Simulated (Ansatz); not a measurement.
The system is Al.

```
CELL_PARAMETERS angstrom
4.49160 0.00000 0.00000
-2.24580 3.88984 0.00000
0.00000 0.00000 2.72260
ATOMIC_POSITIONS crystal
Al 0.33333 0.66667 0.00000
Al 0.66667 0.33333 0.00000
```

The cell was built by a generator and needn't be a form met in nature.

| Quantity | Value |
| --- | --- |
| Program | Ansatz 0.2.0 |
| Task | relaxation of cell and atoms |
| Functional | HF |
| Potentials or basis | Ansatz PAW |
| Cutoff | 420 eV (not typed: the program's choice for these potentials) |
| k mesh | 4 × 4 × 5 |
| Occupations | fermi-dirac, width 0.05 eV |
| Spin | no spin polarisation |

At the start: volume 23.78 Å³/atom.

Question: Where does the relaxation end?

Answer: It ends after 8 steps and the volume is 27.03 Å³/atom (+13.6 %); space group P6/mmm (No. 191, to 0.05 Å).

Step by step:
```csv
step,energy change (eV),largest force (eV/Å),volume (Å³)
1,0.0000,0.0000,47.57
2,-0.1142,0.0000,52.14
3,-0.1217,0.0000,53.63
4,-0.1219,0.0000,53.95
5,-0.1220,0.0000,53.95
6,-0.1245,0.0000,53.95
7,-0.1245,0.0000,54.05
8,-0.1245,0.0000,54.05
```

Final structure:
```cif
data_structure
_symmetry_space_group_name_H-M 'P 1'
_symmetry_Int_Tables_number 1
_cell_length_a 4.6364
_cell_length_b 4.6364
_cell_length_c 2.9034
_cell_angle_alpha 90.000
_cell_angle_beta 90.000
_cell_angle_gamma 120.000
_cell_volume 54.05
loop_
_atom_site_label
_atom_site_type_symbol
_atom_site_fract_x
_atom_site_fract_y
_atom_site_fract_z
_atom_site_occupancy
Al1 Al 0.33333 0.66667 0.00000 1
Al2 Al 0.66667 0.33333 0.00000 1
```

Caveat: the k mesh is coarse (spacing up to 0.46 Å⁻¹), so the values aren't converged, least of all with exact exchange; the plane-wave basis is chosen anew once the cell has moved, so the energies of steps on either side of that aren't comparable; the PAW data sets come from PBE, with cores solved anew for the run's functional, which leaves a small shift of forces and pressure.
